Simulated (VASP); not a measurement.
Write the native input for VASP 6.6.1 that does the following.

```yaml
Task: single point
Functional: LDA
Potentials_or_basis: VASP PAW LDA potentials, release 64 (Cl, H)
Cutoff: 520 eV
k_mesh: 1 × 1 × 1
Occupations: fermi-dirac, width 0.02 eV
Spin: no spin polarisation
Dipole_correction: no
Further_INCAR_settings: LREAL = Auto; ALGO = Normal; EDIFF = 1e-06; NBANDS = 46
```

The structure of HCl lies in POSCAR:

```
HCl
1.0
    7.6562770000      0.0000000000      0.0000000000
    0.0000000000      7.6562770000      0.0000000000
    0.0000000000      0.0000000000      7.6562770000
Cl H
8 8
Direct
    0.2342652963      0.5795636704      1.0262037280
    0.8443137572      0.5462576654      0.7321574180
    0.1462460149      0.4165340413      0.4325339849
    0.3839464011      0.3038944385      0.7405165722
    1.0037515623      0.1002184221      0.0262660298
    0.2158490347      0.7919776152      0.6319128736
    0.6292614544      0.6322132807      0.1006102574
    0.6166835395      0.8555594318      0.4558351272
    0.2917475426      0.4523869761      0.9179265588
    0.7848723342      0.6690719262      0.6123864118
    0.0263182745      0.4651216250      0.5581041543
    0.2641884561      0.3472183674      0.6117072306
    0.9241828633      0.0737172911      0.1690247101
    0.2854651157      0.7762650176      0.7938323026
    0.4676032489      0.6688629474      0.1599210687
    0.4727624144      0.7997098329      0.5295393571
```

The cell was built by a generator and needn't be a form met in nature.

The input as run:

INCAR

```
PREC = Accurate
ENCUT = 520
EDIFF = 1E-6
ISMEAR = -1
SIGMA = 0.02
LREAL = Auto
LASPH = True
NELM = 80
ALGO = Normal
ISIF = 2
LWAVE = False
LCHARG = False
GGA = CA
NBANDS = 46
```

KPOINTS

```
regular mesh
0
Gamma
  1 1 1
```

Potentials or basis: VASP PAW LDA potentials, release 64 (Cl, H).

Launch:

```console
$ cat potpaw_LDA.64/Cl/POTCAR potpaw_LDA.64/H/POTCAR > POTCAR
$ mpirun -np 1 vasp_gam > vasp.out
```

Results of the run:

```
Pressure               : -0.3 GPa
Largest force          : 1.473 eV/Å
Band gap on the k mesh : 4.52 eV, direct
```

Run time: 56 s on 1 thread of Intel(R) Xeon(R) Platinum 8259CL CPU @ 2.50GHz (Skylake/Cascade Lake) (shared host), peak memory 0.35 GiB.
